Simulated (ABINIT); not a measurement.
Crystal: MoS2.

```xyz
6
Lattice="3.1690 0.0000 0.0000 -1.5845 2.7444 0.0000 0.0000 0.0000 12.3240" Properties=species:S:1:pos:R:3 pbc="T T T"
Mo    1.5845    0.9148    9.2430
Mo    0.0000    1.8296    3.0810
S     1.5845    0.9148    4.6461
S     0.0000    1.8296   10.8081
S     1.5845    0.9148    1.5159
S     0.0000    1.8296    7.6779
```

Base run:

- Program: ABINIT 10.8.3 (patched build)
- Functional: LDA
- Potentials or basis: JTH PAW LDA v2.0
- Cutoff: 544 eV
- k mesh: 8 × 8 × 2
- Occupations: fermi-dirac, width 0.05 eV
- Spin: no spin polarisation

Its results: band gap on the k mesh 0.91 eV, indirect (least direct gap 1.93 eV); pressure -5.6 GPa; largest force 0.475 eV/Å.

Task: The run is repeated on the same cell with these changes: k mesh from 8 × 8 × 2 to 6 × 6 × 2. What comes out?

Result: Band gap on the k mesh 0.81 eV, indirect (least direct gap 1.65 eV); pressure -5.6 GPa; largest force 0.471 eV/Å.

A k mesh can miss the band edges.
